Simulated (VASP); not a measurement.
# KI (Fm-3m) in VASP: further runs, part 2 of 2

VASP 6.6.1. Earlier steps stand in the parts before.

### Step 3. Phonons, LDA, target pressure -1.5 GPa, at which the enthalpy is minimised

POSCAR

```
KI
1.0
    0.0000000000      3.4135287544      3.4135287544
    3.4135287544      0.0000000000      3.4135287544
    3.4135287544      3.4135287544      0.0000000000
  K               I
     1     1
Direct
     0.0000000000000000    0.0000000000000000    0.0000000000000000
     0.5000000000000000    0.5000000000000000    0.5000000000000000
```

INCAR.step1

```
PREC     = Accurate       # precision mode
ENCUT    = 600            # plane-wave cutoff, eV
EDIFF    = 1E-8           # SCF threshold, eV
ISMEAR   = 0              # smearing method
SIGMA    = 0.03           # smearing width, eV
LREAL    = F              # projectors in reciprocal space
LASPH    = T              # aspherical terms in the spheres
NELM     = 80             # most SCF steps
ALGO     = Normal         # electronic algorithm
ISIF     = 3              # what is computed and relaxed
LWAVE    = F              # write WAVECAR
LCHARG   = F              # write CHGCAR
PSTRESS  = -15.0        
IBRION   = 2              # ionic algorithm
NSW      = 40             # ionic steps
EDIFFG   = -0.002         # ionic threshold
```

INCAR.step2

```
PREC     = Accurate       # precision mode
ENCUT    = 600            # plane-wave cutoff, eV
EDIFF    = 1E-8           # SCF threshold, eV
ISMEAR   = 0              # smearing method
SIGMA    = 0.03           # smearing width, eV
LREAL    = F              # projectors in reciprocal space
LASPH    = T              # aspherical terms in the spheres
NELM     = 80             # most SCF steps
ALGO     = Normal         # electronic algorithm
ISIF     = 2              # what is computed and relaxed
LWAVE    = F              # write WAVECAR
LCHARG   = F              # write CHGCAR
PSTRESS  = -15.0        
IBRION   = 6              # ionic algorithm
NFREE    = 2            
POTIM    = 0.015          # step
NSW      = 1              # ionic steps
```

KPOINTS

```
Automatic mesh
0
Gamma
  8 8 8
```

Potentials or basis: VASP PAW LDA potentials, release 64 (K_sv, I).

Run with:

```
$ cat potpaw_LDA.64/K_sv/POTCAR potpaw_LDA.64/I/POTCAR > POTCAR
$ cp INCAR.step1 INCAR
$ mpirun -np 1 vasp_std > vasp.out
$ cp CONTCAR POSCAR
$ cp INCAR.step2 INCAR
$ mpirun -np 1 vasp_std > vasp.out
```

OUTCAR:

```text
PREC = Accurate
   ENCUT = 600
   EDIFF = 1E-8
   ISMEAR = 0
   LREAL = F
   LASPH = T
   NELM = 80
   ISIF = 2
   PSTRESS = -15.0
   IBRION = 6
   NFREE = 2
   POTIM = 0.015
   NSW = 1

 ion  position               nearest neighbor table
   1  0.000  0.000  0.000-   2 3.56   2 3.56   2 3.56   2 3.56   2 3.56   2 3.56
   2  0.500  0.500  0.500-   1 3.56   1 3.56   1 3.56   1 3.56   1 3.56   1 3.56

  LATTYP: Found a face centered cubic cell.
 ALAT       =     7.1278505415

  Lattice vectors:

 A1 = (   0.0000000000,   3.5639252707,   3.5639252707)
 A2 = (   3.5639252707,   0.0000000000,   3.5639252707)
 A3 = (   3.5639252707,   3.5639252707,   0.0000000000)

Analysis of symmetry for initial positions (statically):
=====================================================================
 Subroutine PRICEL returns:
 Original cell was already a primitive cell.

 Routine SETGRP: Setting up the symmetry group for a
 face centered cubic supercell.

 Subroutine GETGRP returns: Found 48 space group operations
 (whereof 48 operations were pure point group operations)
 out of a pool of 48 trial point group operations.

The static configuration has the point symmetry O_h .

Analysis of symmetry for dynamics (positions and initial velocities):
=====================================================================
 Subroutine PRICEL returns:
 Original cell was already a primitive cell.

 Routine SETGRP: Setting up the symmetry group for a
 face centered cubic supercell.

 Subroutine GETGRP returns: Found 48 space group operations
 (whereof 48 operations were pure point group operations)
 out of a pool of 48 trial point group operations.

The dynamic configuration has the point symmetry O_h .

 Subroutine INISYM returns: Found 48 space group operations
[... 320 lines left out ...]
      2     -12.6642      2.00000
      3     -12.6642      2.00000
      4     -12.6642      2.00000
      5     -11.2924      2.00000
      6      -0.7600      2.00000
      7      -0.7600      2.00000
      8      -0.7600      2.00000
      9       2.7973      0.00000
     10       5.5329      0.00000
     11       5.5330      0.00000
     12       5.5330      0.00000
[... 331 lines left out ...]
 k-point    24 :      -0.3750    0.2500    0.1250
  band No.  band energies     occupation
      1     -28.9406      2.00000
      2     -12.7712      2.00000
      3     -12.6810      2.00000
      4     -12.6728      2.00000
      5     -11.0624      2.00000
      6      -1.8713      2.00000
      7      -1.3025      2.00000
      8      -1.1426      2.00000
      9       4.9883      0.00000
     10       5.8277      0.00000
     11       6.2701      0.00000
     12       7.2287      0.00000

 [... further k-points ...]

------------------------ aborting loop because EDIFF is reached ----------------------------------------

  FORCE on cell =-STRESS in cart. coord.  units (eV):
  Direction    XX          YY          ZZ          XY          YZ          ZX
  --------------------------------------------------------------------------------------
  -------------------------------------------------------------------------------------
  Total       -0.8436299     -0.8451915     -0.8451915      0.0000000      0.0000000      0.0000000
  in kB      -14.9295531    -14.9571876    -14.9571876      0.0000000      0.0000000      0.0000000
  external PRESSURE =       0.0520239 kB  Pullay stress =     -15.0000000 kB
[... 21 lines left out ...]
  energy  without entropy=       -6.1083809226  energy(sigma->0) =       -6.10838092

  enthalpy is  TOTEN    =        -6.9559916403 eV   P V=       -0.8476107176

 INTERNAL STRAIN TENSORS FROM DISPLACED ATOMS
 ============================================

 INTERNAL STRAIN TENSOR FOR ION    1 for displacements in x,y,z  (eV/Angst):
          X           Y           Z          XY          YZ          ZX
  --------------------------------------------------------------------------------
  x     0.00000     0.00000     0.00000     0.00000     0.00000     0.00000
  y     0.00000     0.00000     0.00000     0.00000     0.00000     0.00000
  z     0.00000     0.00000     0.00000     0.00000     0.00000     0.00000

 INTERNAL STRAIN TENSOR FOR ION    2 for displacements in x,y,z  (eV/Angst):
          X           Y           Z          XY          YZ          ZX
  --------------------------------------------------------------------------------
  x     0.00000     0.00000     0.00000     0.00000     0.00000     0.00000
  y     0.00000     0.00000     0.00000     0.00000     0.00000     0.00000
  z     0.00000     0.00000     0.00000     0.00000     0.00000     0.00000

 Eigenvectors and eigenvalues of the dynamical matrix
 ----------------------------------------------------

   1 f  =    2.462747 THz    15.473893 2PiTHz   82.148383 cm-1    10.185097 meV
             X         Y         Z           dx          dy          dz
      0.000000  0.000000  0.000000    -0.874058    0.000000    0.000000
      3.563925  3.563925  3.563925     0.485822    0.000000    0.000000
[... 21 lines left out ...]
   6 f/i=    0.001437 THz     0.009030 2PiTHz    0.047938 cm-1     0.005944 meV
             X         Y         Z           dx          dy          dz
      0.000000  0.000000  0.000000     0.000000    0.189753    0.447232
      3.563925  3.563925  3.563925     0.000000    0.341391    0.804630

 ELASTIC MODULI CONTR FROM IONIC RELAXATION (kBar)
 Direction    XX          YY          ZZ          XY          YZ          ZX
 --------------------------------------------------------------------------------
 XX           0.0000      0.0000      0.0000      0.0000      0.0000      0.0000
 YY           0.0000      0.0000      0.0000      0.0000      0.0000      0.0000
 ZZ           0.0000      0.0000      0.0000      0.0000      0.0000      0.0000
 XY           0.0000      0.0000      0.0000      0.0000      0.0000      0.0000
 YZ           0.0000      0.0000      0.0000      0.0000      0.0000      0.0000
 ZX           0.0000      0.0000      0.0000      0.0000      0.0000      0.0000
 --------------------------------------------------------------------------------
```

OUTCAR.step1:

```text
PREC = Accurate
   ENCUT = 600
   EDIFF = 1E-8
   ISMEAR = 0
   LREAL = F
   LASPH = T
   NELM = 80
   ISIF = 3
   PSTRESS = -15.0
   IBRION = 2
   NSW = 40
   EDIFFG = -0.002

 ion  position               nearest neighbor table
[... 725 lines left out ...]
 Fermi energy:        -0.5611517763

 k-point     1 :       0.0000    0.0000    0.0000
  band No.  band energies     occupation
      1     -28.9431      2.00000
      2     -12.6642      2.00000
      3     -12.6642      2.00000
      4     -12.6642      2.00000
      5     -11.2924      2.00000
      6      -0.7599      2.00000
      7      -0.7599      2.00000
      8      -0.7599      2.00000
      9       2.7973      0.00000
     10       5.5328      0.00000
     11       5.5328      0.00000
     12       5.5328      0.00000
[... 378 lines left out ...]
  energy  without entropy=       -6.1078464730  energy(sigma->0) =       -6.10784647

  enthalpy is  TOTEN    =        -6.9554571906 eV   P V=       -0.8476107176

 reached required accuracy - stopping structural energy minimisation
```

Wall time 2 min (1 thread of Intel Xeon 6975P-C (Granite Rapids), shared host); peak memory 0.29 GiB.

Results:

```yaml
Relaxed_volume: 45.27 Å³/atom
Relaxed_cell: a = 5.040 Å, b = 5.040 Å, c = 5.040 Å, α = 60.00°, β = 60.00°, γ = 60.00°
Space_group_after_relaxing_to_0.05_Å: Fm-3m (No. 225)
Highest_phonon_frequency_at_Γ_LO-TO_splitting_left_out: 82 cm⁻¹
```

The path:
```
step  energy change (eV)  largest force (eV/Å)  pressure (GPa)  volume (Å³)
   1              0.0000                0.0000            0.00        79.55
   2              0.0107                0.0000           -0.75        83.93
   3              0.0446                0.0000           -1.36        88.99
   4              0.0562                0.0000           -1.48        90.30
   5              0.0585                0.0000           -1.50        90.53
```

Final structure:
```xyz
2
Lattice="0.0000 3.5639 3.5639 3.5639 0.0000 3.5639 3.5639 3.5639 0.0000" Properties=species:S:1:pos:R:3 pbc="T T T"
K     0.0000    0.0000    0.0000
I     3.5639    3.5639    3.5639
```

Phonon frequencies in cm⁻¹ (negative: imaginary):
| q point | frequencies |
| --- | --- |
| (0.000, 0.000, 0.000) | 0 0 0 82 82 82 |

### Step 4. Against experiment

Step 2. Measured high-frequency dielectric constant of KI: 2.65 (a printed reference work, monograph). This calculation gives 3.12 (+17.6 %).
